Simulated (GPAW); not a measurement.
Runs of GPAW 26.7.0 on Si. The structure is hexagonal, space group P6/mmm (No. 191). Conventional cell: a = 4.121 Å, b = 4.121 Å, c = 2.655 Å, α = 90.00°, β = 90.00°, γ = 120.00°. Around Si (site symmetry -6m2) lie 5 Si at 2.38 to 2.65 Å. The cell was built by a generator and needn't be a form met in nature.

```csv
level,gap on the mesh (eV),pressure (GPa),relaxed volume (Å³/atom)
PBEsol+D4,none,0.0,18.81
PBEsol+D3(BJ),none,0.0,18.63
PBEsol+D3(BJ)+ATM,none,0.0,(b)
PBEsol+D3,none,0.1,(a)
PBEsol,none,0.0,19.14
```

Alike in all rows: task relaxation of cell and atoms; potentials or basis PAW data sets generated in the run's folder for this functional, pw; no spin polarisation; cell relaxed; k mesh 8 × 8 × 10; cutoff (eV) 600; smearing fermi-dirac 0.05 eV.

Task: Fill in the values left out.

Result: (a) 18.90; (b) 18.68.

Caveats: later steps reuse the first step's grids; pairwise dispersion overbinds metals, which lowers pressure and volume (some runs).

A gap of «none» marks a metal or a gap under the smearing width.
